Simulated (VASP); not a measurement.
Wanted: the native input for a VASP 6.6.1 run.

| Quantity | Value |
| --- | --- |
| Task | single point |
| Functional | r2SCAN |
| Potentials or basis | VASP PAW PBE potentials, release 64 (Sr_sv) |
| Cutoff | 520 eV |
| k mesh | 12 × 12 × 12 |
| Occupations | gaussian, width 0.1 eV |
| Spin | no spin polarisation |
| Dipole correction | no |
| Further INCAR settings | ALGO = Normal; EDIFF = 1e-06; NBANDS = 11 |

Sr:

```
Sr
1.0
    -2.35659    2.35659    2.35659
     2.35659   -2.35659    2.35659
     2.35659    2.35659   -2.35659
Sr
1
Direct
  0.00000 0.00000 0.00000
```

The cell isn't the ideal one: functional r2SCAN, strained and moved within the space group.

These files were run (other wordings do the same):

POSCAR

```
Sr
1.0
   -2.3565907500      2.3565907500      2.3565907500
    2.3565907500     -2.3565907500      2.3565907500
    2.3565907500      2.3565907500     -2.3565907500
Sr
1
Direct
    0.0000000000      0.0000000000      0.0000000000
```

INCAR.step1

```
  ALGO = Normal
  EDIFF = 1E-4
  ENCUT = 520
  GGA = PE
  ISMEAR = 0
  LASPH = T
  LCHARG = F
  LREAL = F
  LWAVE = T
  NBANDS = 11
  NELM = 100
  PREC = Accurate
  SIGMA = 0.1
```

INCAR.step2

```
  ALGO = Normal
  EDIFF = 1E-6
  ENCUT = 520
  ISIF = 2
  ISMEAR = 0
  ISTART = 1
  LASPH = T
  LCHARG = T
  LELF = T
  LMIXTAU = T
  LREAL = F
  LVHAR = T
  LWAVE = F
  METAGGA = R2SCAN
  NBANDS = 11
  NELM = 100
  PREC = Accurate
  SIGMA = 0.1
```

KPOINTS

```
k-points
0
Gamma
  12 12 12
```

Potentials or basis: VASP PAW PBE potentials, release 64 (Sr_sv).

Run with:

```console
$ cat potpaw_PBE.64/Sr_sv/POTCAR > POTCAR
$ cp INCAR.step1 INCAR
$ mpirun -np 1 vasp_std > vasp.out
$ cp INCAR.step2 INCAR
$ mpirun -np 1 vasp_std > vasp.out
```

Results of the run:

```yaml
Pressure: 0.7 GPa
Band_gap_on_the_k_mesh: none (metal or under the smearing width)
```

Caveat: the PAW data sets were made with another functional, which shifts forces and pressure a little.

It took 2 min on 1 thread of Intel(R) Xeon(R) Platinum 8488C (Sapphire Rapids), on a shared host, peak memory 0.19 GiB.
